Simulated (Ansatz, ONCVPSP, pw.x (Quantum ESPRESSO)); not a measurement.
pw.x on fcc Ru: one setting changed

Potential: optimised norm-conserving Vanderbilt (ONCV), ONCVPSP 4.0.1.1 (patched build), LDA (Perdew-Wang 92); core [Ar] 3d10, reference 4s2 4p6 4d7.5 5s0.5; waves: 4s+5s: rc 2.02 bohr, ncon 4, nbas 7, qcut 8.7 1/bohr, 2 projectors; 4p: rc 1.80 bohr, ncon 4, nbas 7, qcut 9.1 1/bohr, 3 projectors, debl 3.3 Ha; 4d: rc 1.86 bohr, ncon 4, nbas 8, qcut 9.1 1/bohr, 1 projector; local part: polynomial inside 1.40 bohr (lpopt 5, dvloc0 0 Ha); core correction: Teter function, fcfact 4.5, rcfact 1.

The reference run (k-mesh 15³, cutoffs 70/280 Ry, Fermi–Dirac 0.01 Ry, mixing_beta 0.4, conv_thr 1e-9, no spin) gives 1.98 GPa at 13.127 Å³/atom, where all-electron LAPW gives 0.99 GPa. This run, with its own iteration cap, changes degauss to 0, a wrong or extreme entry chosen on purpose.

```
&control
  calculation='scf', prefix='x', pseudo_dir='./', outdir='./tmp', tstress=.true., disk_io='none'
/
&system
  ibrav=0, nat=1, ntyp=1, ecutwfc=70, ecutrho=280, nbnd=16,
  occupations='smearing', smearing='fd', degauss=0
/
&electrons
  conv_thr=1e-09, mixing_beta=0.4, electron_maxstep=70
/
ATOMIC_SPECIES
Ru 1.0 Ru.UPF
CELL_PARAMETERS angstrom
  0.00000000 1.87231319 1.87231319
  1.87231319 0.00000000 1.87231319
  1.87231319 1.87231319 0.00000000
ATOMIC_POSITIONS crystal
Ru 0.0000 0.0000 0.0000
K_POINTS automatic
15 15 15 0 0 0
```

```bash
pw.x < Ru.scf.in > Ru.scf.out
```

**Question.** How does the run end?

**Answer.** It stops with "set_occupations: smearing requires a value for gaussian broadening (degauss)".

```
Error in routine  set_occupations (1):
      smearing requires a value for gaussian broadening (degauss)
```
